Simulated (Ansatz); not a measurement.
# O on Ta(100): change of the work function, part 2 of 5

Aim: the work function of Ta(100) at several coverages of O (top site), and the dipole that each adsorbate carries.

Ansatz 0.2.0; plane-wave DFT, RPBE, Ansatz PAW.

So far, work function, upper face (eV): step 2 (the clean slab) 3.65.

## (3) The covered slab, k-mesh 3×3×1, coverage 0.111 ML

System of this step: Ta45O (O/Ta(100)). The cell holds 46 atoms: 45 Ta and 1 O. Cell: a = 9.930 Å, b = 9.930 Å, c = 26.886 Å, α = 90.0°, β = 90.0°, γ = 90.0°. Vacuum lies along c.

The clean slab as it ended is repeated in the plane and the adsorbate is set on one face; the cell's size fixes the coverage, and the k-mesh shrinks with it to keep the sampling density about even. Adsorbate and upper layers relax, since the dipole depends on the height.

Contents of input.yaml:

```yaml
crystal:
  lattice:
    - [9.93, 0.0, 0.0]
    - [0.0, 9.93, 0.0]
    - [0.0, 0.0, 26.8864595548]
  atoms:
    - { symbol: Ta, position: [0.0, 0.0, 0.3347409867] }
    - { symbol: Ta, position: [0.1666666667, 0.1666666667, 0.3962961348] }
    - { symbol: Ta, position: [0.0, 0.0, 0.4592023198] }
    - { symbol: Ta, position: [0.1666666667, 0.1666666667, 0.5227673784] }
    - { symbol: Ta, position: [0.0, 0.0, 0.5774824879] }
    - { symbol: Ta, position: [0.0, 0.3333333333, 0.3347409867] }
    - { symbol: Ta, position: [0.1666666667, 0.5, 0.3962961348] }
    - { symbol: Ta, position: [0.0, 0.3333333333, 0.4592023198] }
    - { symbol: Ta, position: [0.1666666667, 0.5, 0.5227673784] }
    - { symbol: Ta, position: [0.0, 0.3333333333, 0.5774824879] }
    - { symbol: Ta, position: [0.0, 0.6666666667, 0.3347409867] }
    - { symbol: Ta, position: [0.1666666667, 0.8333333333, 0.3962961348] }
    - { symbol: Ta, position: [0.0, 0.6666666667, 0.4592023198] }
    - { symbol: Ta, position: [0.1666666667, 0.8333333333, 0.5227673784] }
    - { symbol: Ta, position: [0.0, 0.6666666667, 0.5774824879] }
    - { symbol: Ta, position: [0.3333333333, 0.0, 0.3347409867] }
    - { symbol: Ta, position: [0.5, 0.1666666667, 0.3962961348] }
    - { symbol: Ta, position: [0.3333333333, 0.0, 0.4592023198] }
    - { symbol: Ta, position: [0.5, 0.1666666667, 0.5227673784] }
    - { symbol: Ta, position: [0.3333333333, 0.0, 0.5774824879] }
    - { symbol: Ta, position: [0.3333333333, 0.3333333333, 0.3347409867] }
    - { symbol: Ta, position: [0.5, 0.5, 0.3962961348] }
    - { symbol: Ta, position: [0.3333333333, 0.3333333333, 0.4592023198] }
    - { symbol: Ta, position: [0.5, 0.5, 0.5227673784] }
    - { symbol: Ta, position: [0.3333333333, 0.3333333333, 0.5774824879] }
    - { symbol: Ta, position: [0.3333333333, 0.6666666667, 0.3347409867] }
    - { symbol: Ta, position: [0.5, 0.8333333333, 0.3962961348] }
    - { symbol: Ta, position: [0.3333333333, 0.6666666667, 0.4592023198] }
    - { symbol: Ta, position: [0.5, 0.8333333333, 0.5227673784] }
    - { symbol: Ta, position: [0.3333333333, 0.6666666667, 0.5774824879] }
    - { symbol: Ta, position: [0.6666666667, 0.0, 0.3347409867] }
    - { symbol: Ta, position: [0.8333333333, 0.1666666667, 0.3962961348] }
    - { symbol: Ta, position: [0.6666666667, 0.0, 0.4592023198] }
    - { symbol: Ta, position: [0.8333333333, 0.1666666667, 0.5227673784] }
    - { symbol: Ta, position: [0.6666666667, 0.0, 0.5774824879] }
    - { symbol: Ta, position: [0.6666666667, 0.3333333333, 0.3347409867] }
    - { symbol: Ta, position: [0.8333333333, 0.5, 0.3962961348] }
    - { symbol: Ta, position: [0.6666666667, 0.3333333333, 0.4592023198] }
    - { symbol: Ta, position: [0.8333333333, 0.5, 0.5227673784] }
    - { symbol: Ta, position: [0.6666666667, 0.3333333333, 0.5774824879] }
    - { symbol: Ta, position: [0.6666666667, 0.6666666667, 0.3347409867] }
    - { symbol: Ta, position: [0.8333333333, 0.8333333333, 0.3962961348] }
    - { symbol: Ta, position: [0.6666666667, 0.6666666667, 0.4592023198] }
    - { symbol: Ta, position: [0.8333333333, 0.8333333333, 0.5227673784] }
    - { symbol: Ta, position: [0.6666666667, 0.6666666667, 0.5774824879] }
    - { symbol: O, position: [0.0, 0.0, 0.6652590133] }
kpoints:
  mp_grid: { grid: [3, 3, 1] }
hamiltonian:
  xc: rpbe
scf:
  occupations: { method: fermi_dirac, width: 0.1 }
  convergence: { dr2_threshold: 1.0e-08 }
efield:
  axis: 3
  dipole_correction: true
  ramp_position: 0.97
  ramp_width: 0.06
relax:
  f_tol: 0.02
  max_steps: 60
  constraints:
    - { sites: [0, 1, 5, 6, 10, 11, 15, 16, 20, 21, 25, 26, 30, 31, 35, 36, 40, 41] }
output:
  bader: true
  write_potential: true
  write_density: true
  volumetric_format: npy
```

Started as:

```
ansatz run input.yaml --threads 4 --pin off --max-ram 12288MiB --backend cpu --events-out ev --progress --plain --runs-dir out
```

Numbers of over 12 decimals in the logs are rounded to 6 here.

The log of the run:

```text
[...]
Crystal: 46 atoms, lattice volume = 2651.137 Å³
Basis set: ecut = 420 eV, 51765 PW (Γ), exchange–correlation on 144×144×360 points (8 copies of the dense FFT grid, shifted against one another)
Bands: 355, of which v1, the nominal top of the filled ones, is band 296 counted from 1 (295 counted from 0)
Symmetry: 8 space group operations
[...]
k-points: 3 of 9
[...]
SCF iter   1: F=—  HF=-448055.773981 eV  |F-HF|=—  |Δ(HF+E_count)|=         —  Δρ=9.68e-3  dr2=3.11e1  ethr=1.77e-3  p=-0.623 e·Å  D=-4.25e-2 V/Å  ΔV_dip=1.14 eV  dr2_dipole=1.05e0  V_vac-E_F(+/−)=5.10/3.96 eV  ⟨swp⟩=13.3  Hψ=5821  notcnv=0
[...]
SCF iter  10: F=-448054.400595 eV  HF=-448054.400595 eV  |F-HF|=8.57e-8  |Δ(HF+E_count)|=   2.01e-7  Δρ=3.87e-7  dr2=6.20e-9  ethr=1.69e-12  p=-0.382 e·Å  D=-2.61e-2 V/Å  ΔV_dip=0.70 eV  dr2_dipole=6.53e-10  V_vac-E_F(+/−)=4.55/3.85 eV  ⟨swp⟩=9.7  Hψ=8140  notcnv=0
SCF 1 converged in 10 iterations: F = -448054.400595 eV  dr2 = 6.20e-9
[...]
relax step   1: F+E_penalty+E_count = -448054.40059541 eV  Δ(F+E_penalty+E_count) = +0.000e0 eV  max|allowed force component| = 6.263e0 eV/Å  Δτ_max = 0.0000 Å  (10 SCF iters, accepted)
[...]
iter 1 solved again at ethr=1.65e-4 eV; its pass at ethr=3.10e-3 eV (dr2=9.73e-1 eV) is discarded
[...]
SCF iter  10: F=-448056.451656 eV  HF=-448056.451656 eV  |F-HF|=5.70e-9  |Δ(HF+E_count)|=   2.75e-8  Δρ=1.58e-7  dr2=1.07e-9  ethr=1.69e-12  p=-0.252 e·Å  D=-1.72e-2 V/Å  ΔV_dip=0.46 eV  dr2_dipole=2.42e-11  V_vac-E_F(+/−)=4.31/3.85 eV  ⟨swp⟩=10.3  Hψ=7107  notcnv=0
SCF 2 converged in 10 iterations: F = -448056.451656 eV  dr2 = 1.07e-9
[...]
relax step   2: F+E_penalty+E_count = -448056.45165595 eV  Δ(F+E_penalty+E_count) = -2.051e0 eV  max|allowed force component| = 5.366e0 eV/Å  Δτ_max = 0.1996 Å  (10 SCF iters, accepted)
SCF iter   1: F=—  HF=-448056.753876 eV  |F-HF|=—  |Δ(HF+E_count)|=         —  Δρ=5.43e-3  dr2=8.60e-1  ethr=1.67e-3  p=-0.252 e·Å  D=-1.72e-2 V/Å  ΔV_dip=0.46 eV  dr2_dipole=4.11e-2  V_vac-E_F(+/−)=4.30/3.84 eV  ⟨swp⟩=5.7  Hψ=3704  notcnv=0
[...]
SCF iter  10: F=-448056.519001 eV  HF=-448056.519001 eV  |F-HF|=9.14e-9  |Δ(HF+E_count)|=   3.01e-8  Δρ=2.95e-7  dr2=3.26e-9  ethr=1.69e-12  p=-0.033 e·Å  D=-2.26e-3 V/Å  ΔV_dip=0.06 eV  dr2_dipole=1.18e-11  V_vac-E_F(+/−)=3.91/3.84 eV  ⟨swp⟩=11.0  Hψ=7725  notcnv=0
SCF 3 converged in 10 iterations: F = -448056.519001 eV  dr2 = 3.26e-9
relax step   3: F+E_penalty+E_count = -448056.51900081 eV  Δ(F+E_penalty+E_count) = -6.734e-2 eV  max|allowed force component| = 9.845e0 eV/Å  Δτ_max = 0.1990 Å  (10 SCF iters, accepted)
[...]
relax step   4: F+E_penalty+E_count = -448057.22409182 eV  Δ(F+E_penalty+E_count) = -7.051e-1 eV  max|allowed force component| = 4.273e-1 eV/Å  Δτ_max = 0.1942 Å  (10 SCF iters, accepted)
[...]
relax step   5: F+E_penalty+E_count = -448057.20529558 eV  Δ(F+E_penalty+E_count) = +1.880e-2 eV  max|allowed force component| = 6.493e-1 eV/Å  Δτ_max = 0.1062 Å  (10 SCF iters, rejected (line search))
[...]
relax step   6: F+E_penalty+E_count = -448057.23572021 eV  Δ(F+E_penalty+E_count) = -1.163e-2 eV  max|allowed force component| = 7.293e-2 eV/Å  Δτ_max = 0.0357 Å  (9 SCF iters, accepted)
SCF iter   1: F=—  HF=-448057.235009 eV  |F-HF|=—  |Δ(HF+E_count)|=         —  Δρ=1.18e-4  dr2=1.87e-3  ethr=1.46e-6  p=-0.137 e·Å  D=-9.38e-3 V/Å  ΔV_dip=0.25 eV  dr2_dipole=3.01e-6  V_vac-E_F(+/−)=4.10/3.85 eV  ⟨swp⟩=2.3  Hψ=1848  notcnv=0
[...]
SCF iter   6: F=-448057.235928 eV  HF=-448057.235928 eV  |F-HF|=6.69e-8  |Δ(HF+E_count)|=   2.69e-7  Δρ=5.35e-7  dr2=6.09e-9  ethr=1.69e-12  p=-0.138 e·Å  D=-9.42e-3 V/Å  ΔV_dip=0.25 eV  dr2_dipole=2.01e-11  V_vac-E_F(+/−)=4.10/3.85 eV  ⟨swp⟩=11.0  Hψ=7784  notcnv=0
SCF 7 converged in 6 iterations: F = -448057.235928 eV  dr2 = 6.09e-9
relax step   7: F+E_penalty+E_count = -448057.23592836 eV  Δ(F+E_penalty+E_count) = -2.081e-4 eV  max|allowed force component| = 7.750e-3 eV/Å  Δτ_max = 0.0027 Å  (6 SCF iters, accepted)
NSCF: frozen V_eff on 3 k-points
[...]
SCF converged after 6 iterations
Free energy (F): -448057.235928 eV
[...]
Internal energy: -448055.768520 eV  (E = F + TS)
E sigma→0 (E₀):  -448056.502224 eV
Entropy (-TS):   -1.467409 eV (-31.900 meV/atom)
Fermi energy:    3.246688 eV
Dipole field:    D = -0.009420 V/Å  (p = -0.138007 e·Å, saw-weighted, corrected)
Work function:   Φ+ = 4.0987 eV   Φ− = 3.8454 eV
[...]
--- Forces (eV/Å), atoms counted from 1 ---
  atom   1  Ta    -0.00000000     0.00000000     1.07729015
  atom   2  Ta     0.02226654     0.02226654    -1.14626304
  atom   3  Ta    -0.00000000     0.00000000     0.00774992
  atom   4  Ta    -0.00414190    -0.00414190    -0.00160715
  atom   5  Ta    -0.00000000     0.00000000    -0.00253582
  atom   6  Ta     0.00000000     0.01061800     1.13484362
  atom   7  Ta    -0.02097064     0.00000000    -1.13951811
  atom   8  Ta     0.00000000    -0.00106019     0.00127670
  atom   9  Ta     0.00010313     0.00000000    -0.00055388
  atom  10  Ta     0.00000000    -0.00082255    -0.00285614
  atom  11  Ta     0.00000000    -0.01061800     1.13484362
  atom  12  Ta     0.02226654    -0.02226654    -1.14626304
  atom  13  Ta     0.00000000     0.00106019     0.00127670
  atom  14  Ta    -0.00414190     0.00414190    -0.00160715
  atom  15  Ta     0.00000000     0.00082255    -0.00285614
  atom  16  Ta     0.01061800     0.00000000     1.13484362
  atom  17  Ta     0.00000000    -0.02097064    -1.13951811
  atom  18  Ta    -0.00106019     0.00000000     0.00127670
  atom  19  Ta     0.00000000     0.00010313    -0.00055388
  atom  20  Ta    -0.00082255     0.00000000    -0.00285614
  atom  21  Ta    -0.00433716    -0.00433716     1.16849443
  atom  22  Ta     0.00000000     0.00000000    -1.16616070
  atom  23  Ta    -0.00086248    -0.00086248     0.00277542
  atom  24  Ta     0.00000000     0.00000000     0.00196399
  atom  25  Ta     0.00169765     0.00169765     0.00336753
  atom  26  Ta    -0.00433716     0.00433716     1.16849443
  atom  27  Ta     0.00000000     0.02097064    -1.13951811
  atom  28  Ta    -0.00086248     0.00086248     0.00277542
  atom  29  Ta     0.00000000    -0.00010313    -0.00055388
  atom  30  Ta     0.00169765    -0.00169765     0.00336753
  atom  31  Ta    -0.01061800     0.00000000     1.13484362
  atom  32  Ta    -0.02226654     0.02226654    -1.14626304
  atom  33  Ta     0.00106019     0.00000000     0.00127670
  atom  34  Ta     0.00414190    -0.00414190    -0.00160715
  atom  35  Ta     0.00082255     0.00000000    -0.00285614
  atom  36  Ta     0.00433716    -0.00433716     1.16849443
  atom  37  Ta     0.02097064     0.00000000    -1.13951811
  atom  38  Ta     0.00086248    -0.00086248     0.00277542
  atom  39  Ta    -0.00010313     0.00000000    -0.00055388
  atom  40  Ta    -0.00169765     0.00169765     0.00336753
  atom  41  Ta     0.00433716     0.00433716     1.16849443
  atom  42  Ta    -0.02226654    -0.02226654    -1.14626304
  atom  43  Ta     0.00086248     0.00086248     0.00277542
  atom  44  Ta     0.00414190     0.00414190    -0.00160715
  atom  45  Ta    -0.00169765    -0.00169765     0.00336753
  atom  46  O     -0.00000000     0.00000000     0.00182915
  max |Σ_I F_I| component: 2.57e-5 eV/Å
--- Band table (eV) ---
  k-point 0: bands = [... 292 lower, 3.1426, 3.1979, 3.1979, 3.2306, 3.2337, 3.3111, 3.3462, 3.3462, ... 55 higher]
  k-point 1: bands = [... 292 lower, 2.9852, 3.0309, 3.0442, 3.1105, 3.3335, 3.3408, 3.4336, 3.4379, ... 55 higher]
  k-point 2: bands = [... 292 lower, 3.1697, 3.1971, 3.2337, 3.2704, 3.2999, 3.4054, 3.4069, 3.4633, ... 55 higher]
--- Relaxed structure (7 steps of the walk, 6 accepted, 0 SCFs on fresh bases) ---
  F+E_penalty+E_count = -448057.23592836 eV   max|allowed force component| = 7.750e-3 eV/Å
  atoms:
    - { symbol: Ta, position: [0.0, 0.0, 0.3347409867] }
    - { symbol: Ta, position: [0.1666666667, 0.1666666667, 0.3962961348] }
    - { symbol: Ta, position: [0, 0.0, 0.457792] }
    - { symbol: Ta, position: [0.165677, 0.165677, 0.522895] }
    - { symbol: Ta, position: [0, 0.0, 0.592125] }
    - { symbol: Ta, position: [0.0, 0.3333333333, 0.3347409867] }
    - { symbol: Ta, position: [0.1666666667, 0.5, 0.3962961348] }
    - { symbol: Ta, position: [0, 0.333340, 0.459368] }
    - { symbol: Ta, position: [0.164903, 0.5, 0.522734] }
    - { symbol: Ta, position: [0, 0.330185, 0.578469] }
    - { symbol: Ta, position: [0.0, 0.6666666667, 0.3347409867] }
    - { symbol: Ta, position: [0.1666666667, 0.833333, 0.3962961348] }
    - { symbol: Ta, position: [0, 0.666660, 0.459368] }
    - { symbol: Ta, position: [0.165677, 0.834323, 0.522895] }
    - { symbol: Ta, position: [0, 0.669815, 0.578469] }
    - { symbol: Ta, position: [0.3333333333, 0.0, 0.3347409867] }
    - { symbol: Ta, position: [0.5, 0.1666666667, 0.3962961348] }
    - { symbol: Ta, position: [0.333340, 0, 0.459368] }
    - { symbol: Ta, position: [0.5, 0.164903, 0.522734] }
    - { symbol: Ta, position: [0.330185, 0.0, 0.578469] }
    - { symbol: Ta, position: [0.3333333333, 0.3333333333, 0.3347409867] }
    - { symbol: Ta, position: [0.5, 0.5, 0.3962961348] }
    - { symbol: Ta, position: [0.333469, 0.333469, 0.459191] }
    - { symbol: Ta, position: [0.5, 0.5, 0.523284] }
    - { symbol: Ta, position: [0.330527, 0.330527, 0.575938] }
    - { symbol: Ta, position: [0.3333333333, 0.6666666667, 0.3347409867] }
    - { symbol: Ta, position: [0.5, 0.833333, 0.3962961348] }
    - { symbol: Ta, position: [0.333469, 0.666531, 0.459191] }
    - { symbol: Ta, position: [0.5, 0.835097, 0.522734] }
    - { symbol: Ta, position: [0.330527, 0.669473, 0.575938] }
    - { symbol: Ta, position: [0.6666666667, 0.0, 0.3347409867] }
    - { symbol: Ta, position: [0.833333, 0.1666666667, 0.3962961348] }
    - { symbol: Ta, position: [0.666660, 0, 0.459368] }
    - { symbol: Ta, position: [0.834323, 0.165677, 0.522895] }
    - { symbol: Ta, position: [0.669815, 0.0, 0.578469] }
    - { symbol: Ta, position: [0.6666666667, 0.3333333333, 0.3347409867] }
    - { symbol: Ta, position: [0.833333, 0.5, 0.3962961348] }
    - { symbol: Ta, position: [0.666531, 0.333469, 0.459191] }
    - { symbol: Ta, position: [0.835097, 0.5, 0.522734] }
    - { symbol: Ta, position: [0.669473, 0.330527, 0.575938] }
    - { symbol: Ta, position: [0.6666666667, 0.6666666667, 0.3347409867] }
    - { symbol: Ta, position: [0.833333, 0.833333, 0.3962961348] }
    - { symbol: Ta, position: [0.666531, 0.666531, 0.459191] }
    - { symbol: Ta, position: [0.834323, 0.834323, 0.522895] }
    - { symbol: Ta, position: [0.669473, 0.669473, 0.575938] }
    - { symbol: O, position: [0, 0.0, 0.657994] }
--- Bader charges: 46 sites ---
  site symbol  charge [e]  shift [e]
     0     Ta     -0.1304     0.0000
     1     Ta      0.0655     0.0000
     2     Ta      0.0539     0.0000
     3     Ta      0.0193     0.0000
     4     Ta      0.9960     0.0039
     5     Ta     -0.1394     0.0000
     6     Ta      0.0662     0.0000
     7     Ta      0.1603     0.0000
     8     Ta      0.0409     0.0000
     9     Ta     -0.1173     0.0000
    10     Ta     -0.1394     0.0000
    11     Ta      0.0655     0.0000
    12     Ta      0.1603     0.0000
    13     Ta      0.0192     0.0000
    14     Ta     -0.1173     0.0000
    15     Ta     -0.1394     0.0000
    16     Ta      0.0662     0.0000
    17     Ta      0.1603     0.0000
    18     Ta      0.0409     0.0000
    19     Ta     -0.1172     0.0000
    20     Ta     -0.1351     0.0000
    21     Ta      0.0641     0.0000
    22     Ta      0.1625     0.0000
    23     Ta      0.0256     0.0000
    24     Ta     -0.1221     0.0000
    25     Ta     -0.1351     0.0000
    26     Ta      0.0662     0.0000
    27     Ta      0.1624     0.0000
    28     Ta      0.0409     0.0000
    29     Ta     -0.1221     0.0000
    30     Ta     -0.1394     0.0000
    31     Ta      0.0654     0.0000
    32     Ta      0.1603     0.0000
    33     Ta      0.0193     0.0000
    34     Ta     -0.1172     0.0000
    35     Ta     -0.1351     0.0000
    36     Ta      0.0662     0.0000
    37     Ta      0.1624     0.0000
    38     Ta      0.0409     0.0000
    39     Ta     -0.1221     0.0000
    40     Ta     -0.1351     0.0000
    41     Ta      0.0654     0.0000
    42     Ta      0.1625     0.0000
    43     Ta      0.0193     0.0000
    44     Ta     -0.1221     0.0000
    45      O     -1.0123     0.0039
  estimated error of the sums over rays = 8.9e-4 e
```

The job ended after 16 min (4 threads of Arm Neoverse V2, shared host; peak memory 8.4 GiB; 65 min of CPU time).

This run has no spin polarisation although its electron count is odd.

Relaxation path:

```
step  energy less that of the first step (eV)  largest force component (eV/Å)
   1                                   0.0000                          6.2627
   2                                  -2.0511                          5.3660
   3                                  -2.1184                          9.8452
   4                                  -2.8235                          0.4273
   5                                  -2.8047                          0.6493
   6                                  -2.8351                          0.0729
   7                                  -2.8353                          0.0077
```

Relaxation step 5 was tried and not accepted.

Forces are held to the 8 operations that the run works with; a distortion that breaks them can't arise in this run.

The atoms that moved most (Å):

```
atom      dx      dy      dz  length
 Ta5   0.000   0.000   0.394   0.394
 O46   0.000   0.000  -0.195   0.195
Ta25  -0.028  -0.028  -0.042   0.057
Ta30  -0.028   0.028  -0.042   0.057
Ta40   0.028  -0.028  -0.042   0.057
Ta45   0.028   0.028  -0.042   0.057
Ta20  -0.031   0.000   0.027   0.041
Ta10   0.000  -0.031   0.027   0.041
```

This step gave:

| Quantity | Value |
| --- | --- |
| energy at zero smearing | -448056.5022 eV |
| work function, upper face | 4.099 eV |
| work function, lower face | 3.845 eV |
| dipole along the normal | -0.1380 e·Å |
| step between the vacuum levels | 0.2533 eV |

Running mean over 1.655 Å of the planar mean; the ramp of the sawtooth is left out. Electron's electrostatic potential energy less the Fermi level against z:

z (Å), electron's electrostatic potential energy less the Fermi level (eV) and a bar from the least value:
```
      3.5        3.8 ##############################
      4.0        3.8 ##############################
      4.5        3.8 ##############################
      5.0        3.8 #############################
      5.5        3.8 #############################
      6.0        3.7 #############################
      6.5        3.5 #############################
      7.0        2.9 ############################
      7.5        1.1 ########################
      8.0       -2.7 #################
      8.5       -7.3 ########
      9.0       -9.9 ###
      9.5      -10.3 ##
     10.0      -10.2 ##
     10.5      -10.1 ###
     11.0      -10.0 ###
     11.5       -9.9 ###
     12.0      -10.0 ###
     12.5       -9.9 ###
     13.0       -9.7 ####
     13.5       -9.8 ###
     14.0      -10.4 ##
     14.5      -11.4 
     15.0      -11.5 
     15.5      -10.4 ##
     16.0       -7.7 #######
     16.5       -3.3 ################
     17.0        0.5 #######################
     17.5        2.4 ###########################
     18.0        3.2 ############################
     18.5        3.7 #############################
     19.0        4.0 ##############################
     19.5        4.1 ##############################
     20.0        4.1 ##############################
     20.5        4.1 ##############################
     21.0        4.1 ##############################
     21.5        4.1 ##############################
     22.0        4.1 ##############################
     22.5        4.1 ##############################
     23.0        4.1 ##############################
     23.5        4.1 ##############################
```

The relaxation took 7 steps and lowered the energy by 2.8 eV; the largest force on the free atoms ends at 0.0077 eV/Å.

The covered face has 4.10 eV, +0.45 eV against the clean one; the bare back face has moved by +0.01 eV, a measure of how thin the slab is.

[end of part 2 of 5]

[Logs are printed without paths, hosts, clocks, repeated set-up lines and the standing remarks that a program may print on its own settings, such as how far it seeks lower states.]

[Hosts, paths, dates, database ids (printed as entryN), source tags and the programs' standing remarks are cut or masked in the printed files.]

[Maps of the electrostatic potential energy from Ansatz leave out the sawtooth potential of an applied field or a dipole correction, so their vacuum need not be flat; planar profiles and work functions include it.]
